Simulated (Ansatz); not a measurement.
Crystal: SnTe.

```
CELL_PARAMETERS angstrom
0.00000 3.15085 3.15085
3.15085 0.00000 3.15085
3.15085 3.15085 0.00000
ATOMIC_POSITIONS crystal
Te 0.50000 0.50000 0.50000
Sn 0.00000 0.00000 0.00000
```

- Program: Ansatz 0.2.0
- Task: relaxation of cell and atoms
- Functional: PBEsol
- Dispersion: D3(BJ)
- Potentials or basis: all-electron LAPW, scalar-relativistic
- Basis error allowed: 0.001 eV/atom
- k mesh: 7 × 7 × 7
- Occupations: fermi-dirac, width 0.05 eV
- Spin: no spin polarisation

At the start: volume 31.28 Å³/atom.

Where does the relaxation end?

Over 5 steps the energy falls by 12.0 meV/atom and the volume is 29.73 Å³/atom (-5.0 %); space group Fm-3m (No. 225, to 0.05 Å).

The path:
| step | energy change (eV) | largest force (eV/Å) | volume (Å³) |
| --- | --- | --- | --- |
| 1 | 0.0000 | 0.0000 | 62.56 |
| 2 | -0.0206 | 0.0000 | 58.35 |
| 3 | -0.0240 | 0.0000 | 59.56 |
| 4 | -0.0240 | 0.0000 | 59.45 |
| 5 | -0.0240 | 0.0000 | 59.45 |

Final structure:
```xyz
2
Lattice="0.0000 3.0978 3.0978 3.0978 0.0000 3.0978 3.0978 3.0978 0.0000" Properties=species:S:1:pos:R:3 pbc="T T T"
Te    3.0978    3.0978    3.0978
Sn    0.0000    0.0000    0.0000
```
